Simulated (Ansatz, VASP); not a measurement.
# ZnS: VASP beside Ansatz

File INCAR:

```
ALGO = Normal ; EDIFF = 1E-6
ENCUT = 520 ; GGA = PS
ISIF = 2 ; ISMEAR = 0
LASPH = T ; LCHARG = F
LREAL = F ; LWAVE = F
NBANDS = 26 ; NELM = 60
PREC = Accurate ; SIGMA = 0.01
```

File KPOINTS:

```
k-points
0
Gamma
  6 6 4
```

The input POSCAR:

```
ZnS
1.0
    3.5895904813      0.0000000000      0.0000000000
   -1.7947952406      3.1086765460      0.0000000000
    0.0000000000      0.0000000000      5.8799973210
Zn S
2 2
Direct
    0.0000000000      0.0000000000      0.0000000000
    0.0000000000      0.0000000000      0.5000000000
    0.3333333333      0.6666666667      0.2500000000
    0.6666666667      0.3333333333      0.7500000000
```

Input for Ansatz:

```yaml
crystal:
  lattice:
    - [3.5895904813, 0.0, 0.0]
    - [-1.7947952406, 3.108676546, 0.0]
    - [0.0, 0.0, 5.879997321]
  atoms:
    - { symbol: Zn, position: [0.0, 0.0, 0.0] }
    - { symbol: Zn, position: [0.0, 0.0, 0.5] }
    - { symbol: S, position: [0.3333333333, 0.6666666667, 0.25] }
    - { symbol: S, position: [0.6666666667, 0.3333333333, 0.75] }
kpoints:
  mp_grid: { grid: [6, 6, 4] }
hamiltonian:
  xc: pbesol
scf:
  occupations: { method: fixed }
  n_extra_bands: 5
output:
  forces: true
  stress: true
  eigenvalues: true
```

Alike in both runs: task single point; functional PBEsol; k mesh 6 × 6 × 4; no spin polarisation.

|  | VASP | Ansatz |
| --- | --- | --- |
| version | VASP 6.6.1 | Ansatz 0.2.0 |
| potentials or method | VASP PAW PBE potentials, release 64 (Zn, S) | plane waves |
| plane-wave cutoff (eV) | 520 | 420 |
| occupations | gaussian, width 0.01 eV | fixed |
| valence electrons in the cell | 36 | 36 |

```csv
,VASP,Ansatz,Ansatz less VASP
gap on the k mesh at the Fermi level (eV),0.26,0.27,+0.007
pressure (GPa),-2.0,-2.3,-0.30
largest component of the traceless stress (GPa),0.47,0.46,-0.003
```

Caveats: the PAW data sets were made with another functional, which shifts forces and pressure a little (VASP).
